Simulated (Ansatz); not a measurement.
The parent structure is InN in the zinc blende structure (space group F-43m, No. 216; a = 4.987 Å). Axes: x, y, z lie along the cube axes.

Calculations: PBEsol/PAW in Ansatz (a program for electronic structure), spin-orbit coupling left out.

Before the change:

```
Quantity  Result
--------  ------
Band gap    zero
```

The change: a free-standing slab of 3 layers (6 atoms, 2 a layer) is cut normal to [110], with 15 Å of vacuum and the in-plane cell held at bulk.

Question: How does this affect the excess energy per area of both faces, gap character and band gap?

Answer: The excess energy per area of both faces (slab less bulk energy over the cell's area: twice a surface energy) amounts to 2.99 J/m² (uncertain by up to 0.05 J/m²); the gap character comes out as indirect, U → Γ; the band gap becomes 0.63 eV (base: zero).

Slab and bulk use different k-meshes, which limits the precision of the excess energy. Whether these cells are dynamically stable was not tested. The final runs are not spin-polarised. This is not the structure that InN has at room temperature and ambient pressure. A zero or small gap of InN can be the functional's error rather than a property of the material. Labels are those of the standard path for the cell's own space group.
